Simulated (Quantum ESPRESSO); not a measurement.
# NaF (Villiaumite) (Fm-3m) in Quantum ESPRESSO: notebook

One crystal, NaF (Villiaumite), is run at these levels: PBEsol; tasks: band structure, single point, equation of state.

All numbers are computed with Quantum ESPRESSO 7.5; they aren't measurements. Logs are shortened: lines on timing, memory, paths and dates and some standing lists are left out, and cuts for length are marked.

## Step 1: The crystal as given

Symmetry: Fm-3m, No. 225, cubic system. The conventional cell has a = 4.640 Å, b = 4.640 Å, c = 4.640 Å, α = 90.00°, β = 90.00°, γ = 90.00°. Around Na (site symmetry m-3m) lie 6 F at 2.32 Å. F (site symmetry m-3m) is surrounded by 6 Na at 2.32 Å.

## Step 2: Band structure, PBEsol

Contents of pw.in:

```
&CONTROL
  calculation = 'scf'
  prefix = 'pwscf'
  outdir = './tmp'
  pseudo_dir = './pseudo'
  tprnfor = .true.
  tstress = .true.
  disk_io = 'low'
/
&SYSTEM
  ibrav = 0
  nat = 2
  ntyp = 2
  ecutwfc = 88
  nbnd = 14
  occupations = 'smearing'
  smearing = 'fd'
  degauss = 0.00367493
/
&ELECTRONS
  conv_thr = 4d-10
  electron_maxstep = 120
  mixing_beta = 0.5
/
ATOMIC_SPECIES
Na    22.9898 Na.upf
F     18.9984 F.upf
CELL_PARAMETERS bohr
   0.0000000000    4.3841646091    4.3841646091
   4.3841646091    0.0000000000    4.3841646091
   4.3841646091    4.3841646091    0.0000000000
ATOMIC_POSITIONS bohr
Na     0.0000000000    0.0000000000    0.0000000000
F      4.3841646091    4.3841646091    4.3841646091
K_POINTS automatic
10 10 10 0 0 0
```

Contents of pp_density.in:

```
&INPUTPP
  prefix = 'pwscf'
  outdir = './tmp'
  filplot = 'density.dat'
  plot_num = 0
/
&PLOT
  nfile = 1
  filepp(1) = 'density.dat'
  iflag = 3
  output_format = 6
  fileout = 'density.cube'
/
```

Contents of pp_potential.in:

```
&INPUTPP
  prefix = 'pwscf'
  outdir = './tmp'
  filplot = 'potential.dat'
  plot_num = 11
/
&PLOT
  nfile = 1
  filepp(1) = 'potential.dat'
  iflag = 3
  output_format = 6
  fileout = 'potential.cube'
/
```

Contents of pp_elf.in:

```
&INPUTPP
  prefix = 'pwscf'
  outdir = './tmp'
  filplot = 'elf.dat'
  plot_num = 8
/
&PLOT
  nfile = 1
  filepp(1) = 'elf.dat'
  iflag = 3
  output_format = 6
  fileout = 'elf.cube'
/
```

Contents of bands.in:

```
&CONTROL
  calculation = 'bands'
  prefix = 'pwscf'
  outdir = './tmp'
  pseudo_dir = './pseudo'
  disk_io = 'low'
  verbosity = 'high'
/
&SYSTEM
  ibrav = 0
  nat = 2
  ntyp = 2
  ecutwfc = 88
  nbnd = 14
  occupations = 'smearing'
  smearing = 'fd'
  degauss = 0.00367493
/
&ELECTRONS
  conv_thr = 1d-08
  electron_maxstep = 120
  mixing_beta = 0.5
  diago_full_acc = .true.
/
ATOMIC_SPECIES
Na    22.9898 Na.upf
F     18.9984 F.upf
CELL_PARAMETERS bohr
   0.0000000000    4.3841646091    4.3841646091
   4.3841646091    0.0000000000    4.3841646091
   4.3841646091    4.3841646091    0.0000000000
ATOMIC_POSITIONS bohr
Na     0.0000000000    0.0000000000    0.0000000000
F      4.3841646091    4.3841646091    4.3841646091
K_POINTS crystal
60
 0.0000000000  0.0000000000  0.0000000000 1
 0.0625000000  0.0000000000  0.0625000000 1
 0.1250000000  0.0000000000  0.1250000000 1
 0.1875000000  0.0000000000  0.1875000000 1
 0.2500000000  0.0000000000  0.2500000000 1
 0.3125000000  0.0000000000  0.3125000000 1
 0.3750000000  0.0000000000  0.3750000000 1
 0.4375000000  0.0000000000  0.4375000000 1
 0.5000000000  0.0000000000  0.5000000000 1
 0.5000000000  0.0625000000  0.5625000000 1
 0.5000000000  0.1250000000  0.6250000000 1
 0.5000000000  0.1875000000  0.6875000000 1
 0.5000000000  0.2500000000  0.7500000000 1
 0.4375000000  0.3125000000  0.7500000000 1
 0.3750000000  0.3750000000  0.7500000000 1
 0.3375000000  0.3375000000  0.6750000000 1
 0.3000000000  0.3000000000  0.6000000000 1
 0.2625000000  0.2625000000  0.5250000000 1
 0.2250000000  0.2250000000  0.4500000000 1
 0.1875000000  0.1875000000  0.3750000000 1
 0.1500000000  0.1500000000  0.3000000000 1
 0.1125000000  0.1125000000  0.2250000000 1
 0.0750000000  0.0750000000  0.1500000000 1
 0.0375000000  0.0375000000  0.0750000000 1
 0.0000000000  0.0000000000  0.0000000000 1
 0.0625000000  0.0625000000  0.0625000000 1
 0.1250000000  0.1250000000  0.1250000000 1
 0.1875000000  0.1875000000  0.1875000000 1
 0.2500000000  0.2500000000  0.2500000000 1
 0.3125000000  0.3125000000  0.3125000000 1
 0.3750000000  0.3750000000  0.3750000000 1
 0.4375000000  0.4375000000  0.4375000000 1
 0.5000000000  0.5000000000  0.5000000000 1
 0.5250000000  0.4500000000  0.5250000000 1
 0.5500000000  0.4000000000  0.5500000000 1
 0.5750000000  0.3500000000  0.5750000000 1
 0.6000000000  0.3000000000  0.6000000000 1
 0.6250000000  0.2500000000  0.6250000000 1
 0.5833333333  0.2500000000  0.6666666667 1
 0.5416666667  0.2500000000  0.7083333333 1
 0.5000000000  0.2500000000  0.7500000000 1
 0.5000000000  0.2857142857  0.7142857143 1
 0.5000000000  0.3214285714  0.6785714286 1
 0.5000000000  0.3571428571  0.6428571429 1
 0.5000000000  0.3928571429  0.6071428571 1
 0.5000000000  0.4285714286  0.5714285714 1
 0.5000000000  0.4642857143  0.5357142857 1
 0.5000000000  0.5000000000  0.5000000000 1
 0.4821428571  0.4821428571  0.5357142857 1
 0.4642857143  0.4642857143  0.5714285714 1
 0.4464285714  0.4464285714  0.6071428571 1
 0.4285714286  0.4285714286  0.6428571429 1
 0.4107142857  0.4107142857  0.6785714286 1
 0.3928571429  0.3928571429  0.7142857143 1
 0.3750000000  0.3750000000  0.7500000000 1
 0.6250000000  0.2500000000  0.6250000000 1
 0.5937500000  0.1875000000  0.5937500000 1
 0.5625000000  0.1250000000  0.5625000000 1
 0.5312500000  0.0625000000  0.5312500000 1
 0.5000000000  0.0000000000  0.5000000000 1
```

Potentials or basis: PseudoDojo 0.4.1 SR PBEsol standard.

On the command line:

```
$ OMP_NUM_THREADS=1 pw.x -in pw.in > pw.out
$ OMP_NUM_THREADS=1 pp.x -in pp_density.in > pp_density.out
$ OMP_NUM_THREADS=1 pp.x -in pp_potential.in > pp_potential.out
$ OMP_NUM_THREADS=1 pp.x -in pp_elf.in > pp_elf.out
$ OMP_NUM_THREADS=1 pw.x -in bands.in > bands.out
```

pw.out:

```text
This program is part of the open-source Quantum ESPRESSO suite
     for quantum simulation of materials; please cite
         "P. Giannozzi et al., J. Phys.:Condens. Matter 21 395502 (2009);
         "P. Giannozzi et al., J. Phys.:Condens. Matter 29 465901 (2017);
         "P. Giannozzi et al., J. Chem. Phys. 152 154105 (2020);
     in publications or presentations arising from this work. More details at

     Message from routine setup:
     using ibrav=0 with symmetry is DISCOURAGED, use correct ibrav instead

     G-vector sticks info
     --------------------
     sticks:   dense  smooth     PW     G-vecs:    dense   smooth      PW
     Sum         931     931    283                18883    18883    3119

     Using Slab Decomposition

     bravais-lattice index     =            0
     lattice parameter (alat)  =       6.2001  a.u.
     unit-cell volume          =     168.5352 (a.u.)^3
     number of atoms/cell      =            2
     number of atomic types    =            2
     number of electrons       =        16.00
     number of Kohn-Sham states=           14
     kinetic-energy cutoff     =      88.0000  Ry
     charge density cutoff     =     352.0000  Ry
     scf convergence threshold =      4.0E-10
     mixing beta               =       0.5000
     number of iterations used =            8  plain     mixing
     Exchange-correlation= PBESOL
                           (   1   4  10   8   0   0   0)

     celldm(1)=   6.200145  celldm(2)=   0.000000  celldm(3)=   0.000000
     celldm(4)=   0.000000  celldm(5)=   0.000000  celldm(6)=   0.000000

     crystal axes: (cart. coord. in units of alat)
               a(1) = (   0.000000   0.707107   0.707107 )
               a(2) = (   0.707107   0.000000   0.707107 )
               a(3) = (   0.707107   0.707107   0.000000 )

     reciprocal axes: (cart. coord. in units 2 pi/alat)
               b(1) = ( -0.707107  0.707107  0.707107 )
               b(2) = (  0.707107 -0.707107  0.707107 )
               b(3) = (  0.707107  0.707107 -0.707107 )

     PseudoPot. # 1 for Na read from file:
     Na.upf
     Pseudo is Norm-conserving, Zval =  9.0
     Generated using ONCVPSP code by D. R. Hamann
     Using radial grid of 2016 points,  4 beta functions with:
                l(1) =   0
                l(2) =   0
                l(3) =   1
                l(4) =   1

     PseudoPot. # 2 for F  read from file:
     F.upf
     Pseudo is Norm-conserving + core correction, Zval =  7.0
     Generated using ONCVPSP code by D. R. Hamann
     Using radial grid of  832 points,  5 beta functions with:
                l(1) =   0
                l(2) =   0
                l(3) =   1
                l(4) =   1
                l(5) =   2

     atomic species   valence    mass     pseudopotential
     Na                9.00    22.98980     Na( 1.00)
     F                 7.00    18.99840     F ( 1.00)

     48 Sym. Ops., with inversion, found

   Cartesian axes

     site n.     atom                  positions (alat units)
         1        Na     tau(   1) = (   0.0000000   0.0000000   0.0000000  )
         2        F      tau(   2) = (   0.7071068   0.7071068   0.7071068  )

     number of k points=    47  Fermi-Dirac smearing, width (Ry)=  0.0037
                       cart. coord. in units 2pi/alat
        k(    1) = (   0.0000000   0.0000000   0.0000000), wk =   0.0020000
        k(    2) = (   0.0707107   0.0707107  -0.0707107), wk =   0.0160000
        k(    3) = (   0.1414214   0.1414214  -0.1414214), wk =   0.0160000
        k(    4) = (   0.2121320   0.2121320  -0.2121320), wk =   0.0160000
        k(    5) = (   0.2828427   0.2828427  -0.2828427), wk =   0.0160000
        k(    6) = (  -0.3535534  -0.3535534   0.3535534), wk =   0.0080000
[... 39 lines left out ...]
        k(   46) = (  -0.0707107  -0.3535534   0.6363961), wk =   0.0480000
        k(   47) = (  -0.7071068   0.2828427   0.0000000), wk =   0.0240000

     Dense  grid:    18883 G-vectors     FFT dimensions: (  40,  40,  40)

[... 44 lines left out ...]
     6.9931  19.7136  19.7136  19.7136  22.3519  24.8000

          k = 0.0707 0.0707-0.0707 (  2343 PWs)   bands (ev):

   -45.9618 -18.3462 -18.0161 -18.0161 -17.8238   0.6148   0.7882   0.7882
     7.3506  18.3802  19.8663  19.8663  23.8279  24.3660

          k = 0.1414 0.1414-0.1414 (  2358 PWs)   bands (ev):

   -45.9585 -18.5508 -18.0192 -18.0192 -17.5863   0.1600   0.7242   0.7242
     8.2693  16.5995  20.2467  20.2467  23.7192  23.7193

          k = 0.2121 0.2121-0.2121 (  2358 PWs)   bands (ev):

   -45.9543 -18.7095 -18.0229 -18.0229 -17.3862  -0.3174   0.6464   0.6464
     9.4709  15.0868  20.6198  20.6198  23.4183  23.4183
[... 118 lines left out ...]
   -45.9473 -18.3373 -18.0631 -18.0631 -17.7366  -0.4313   0.4414   0.4414
    12.0618  14.2378  16.2281  20.3603  20.3603  25.2050

          k =-0.0707-0.6364 0.6364 (  2353 PWs)   bands (ev):

   -45.9460 -18.2835 -18.1116 -18.0644 -17.7432  -0.4318   0.3341   0.4204
    13.0910  14.0024  15.2723  20.2047  20.4229  25.3902

          k = 0.0000-0.5657 0.5657 (  2332 PWs)   bands (ev):

   -45.9457 -18.3901 -18.1395 -18.0583 -17.6004  -0.3290   0.1055   0.4298
    13.7249  13.8180  15.0826  19.9864  20.4940  26.5959

          k =-0.7071 0.0000 0.0000 (  2346 PWs)   bands (ev):

   -45.9456 -18.1561 -18.0683 -18.0683 -17.9202  -0.4730   0.4062   0.4062
    13.7742  13.9639  14.3513  20.4225  20.4225  24.7185

          k = 0.2828 0.1414 0.0000 (  2342 PWs)   bands (ev):

   -45.9558 -18.5839 -18.0393 -18.0235 -17.5209  -0.0221   0.6000   0.6674
     8.9915  15.9628  19.5269  20.6736  21.4922  24.9619

          k = 0.3536 0.2121-0.0707 (  2348 PWs)   bands (ev):

   -45.9523 -18.6627 -18.0509 -18.0277 -17.4080  -0.3093   0.4692   0.5961
    10.1098  14.9562  19.0000  20.7344  21.6210  24.5644

          k =-0.2828-0.4243 0.5657 (  2351 PWs)   bands (ev):

   -45.9494 -18.7171 -18.0559 -18.0344 -17.3270  -0.5186   0.3683   0.5339
    11.3139  13.9724  18.6238  20.3328  22.4018  24.1044

          k =-0.2121-0.3536 0.4950 (  2352 PWs)   bands (ev):

   -45.9483 -18.7361 -18.0566 -18.0381 -17.2979  -0.5943   0.3306   0.5096
    12.1023  13.2908  18.5015  20.1788  22.7495  23.8776
[... 28 lines left out ...]
   -45.9471 -18.4216 -18.0807 -18.0711 -17.6145  -0.3949   0.3498   0.4048
    12.2563  14.1735  16.4041  19.5921  21.0110  26.0442

          k =-0.0707-0.4950 0.6364 (  2346 PWs)   bands (ev):

   -45.9460 -18.4328 -18.1181 -18.0732 -17.5587  -0.3177   0.1433   0.3751
    13.3169  13.8638  15.7553  18.9756  21.6196  26.6827

          k = 0.0000-0.4243 0.5657 (  2338 PWs)   bands (ev):

   -45.9461 -18.5217 -18.1182 -18.0627 -17.4656  -0.1356  -0.1309   0.4050
    13.2585  13.9055  15.9780  18.9340  22.1945  25.5895

          k =-0.7071 0.1414 0.0000 (  2354 PWs)   bands (ev):

   -45.9456 -18.2699 -18.1476 -18.0766 -17.7066  -0.3996   0.3099   0.3489
    13.7877  13.9387  14.7305  19.4765  21.0549  25.6949

          k =-0.1414-0.4243 0.7071 (  2358 PWs)   bands (ev):

   -45.9466 -18.5295 -18.0920 -18.0773 -17.4692  -0.2961   0.1228   0.3692
    12.7231  14.0365  16.6768  18.5023  22.8432  24.8750

          k =-0.0707-0.3536 0.6364 (  2338 PWs)   bands (ev):

   -45.9459 -18.5037 -18.1039 -18.0893 -17.4735  -0.1868  -0.0111   0.3241
    13.5081  13.7203  16.3082  18.0410  23.8056  24.1251

          k =-0.7071 0.2828 0.0000 (  2340 PWs)   bands (ev):

   -45.9455 -18.4251 -18.1255 -18.0984 -17.5320  -0.1981   0.0718   0.2574
    13.8263  13.8825  15.6571  17.9445  22.8719  25.6959

     the Fermi energy is     4.3164 ev

!    total energy              =    -140.60901851 Ry
     estimated scf accuracy    <          1.7E-11 Ry
     smearing contrib. (-TS)   =       0.00000000 Ry
     internal energy E=F+TS    =    -140.60901851 Ry

     The total energy is F=E-TS. E is the sum of the following terms:
     one-electron contribution =     -77.79888009 Ry
     hartree contribution      =      45.31111024 Ry
     xc contribution           =     -24.48634001 Ry
     ewald contribution        =     -83.63490864 Ry

     convergence has been achieved in   9 iterations

     Forces acting on atoms (cartesian axes, Ry/au):

     atom    1 type  1   force =     0.00000000   -0.00000000    0.00000000
     atom    2 type  2   force =     0.00000000    0.00000000    0.00000000

     Total force =     0.000000     Total SCF correction =     0.000000

     Computing stress (Cartesian axis) and pressure

          total   stress  (Ry/bohr**3)                   (kbar)     P=       -3.64
  -0.00002477  -0.00000000  -0.00000000           -3.64       -0.00       -0.00
  -0.00000000  -0.00002477   0.00000000           -0.00       -3.64        0.00
   0.00000000   0.00000000  -0.00002477            0.00        0.00       -3.64

=------------------------------------------------------------------------------=
   JOB DONE.
=------------------------------------------------------------------------------=
```

Wall time 38 s (1 thread of Arm Neoverse V1, shared host); peak memory 0.1 GiB.

What came out:

```
Free energy             : -1913.0832 eV
Pressure                : -0.4 GPa
Band gap on the k mesh  : 6.18 eV, direct
Band gap along the path : 6.18 eV, direct
```

Levels at the corners of the path, in eV from the valence-band top:
```
point  band 6  band 7  band 8  band 9  band 10  band 11
    Γ    0.00    0.00    0.00    6.18    18.90    18.90
    X   -1.29   -0.41   -0.41   12.96    13.15    13.54
    W   -0.88   -0.88   -0.57   13.04    13.04    15.13
    K   -1.07   -0.83   -0.37   12.67    13.04    14.64
    Γ    0.00    0.00    0.00    6.18    18.90    18.90
    L   -1.59   -0.25   -0.25   10.62    12.33    19.98
    U   -1.07   -0.83   -0.37   12.67    13.04    14.64
    W   -0.88   -0.88   -0.57   13.04    13.04    15.13
    L   -1.59   -0.25   -0.25   10.62    12.33    19.98
    K   -1.07   -0.83   -0.37   12.67    13.04    14.64
    U   -1.07   -0.83   -0.37   12.67    13.04    14.64
    X   -1.29   -0.41   -0.41   12.96    13.15    13.54
```

Expect the measured gap to be larger: semilocal functionals such as PBEsol lack the derivative discontinuity.

(Part 1 of 2 ends here.)
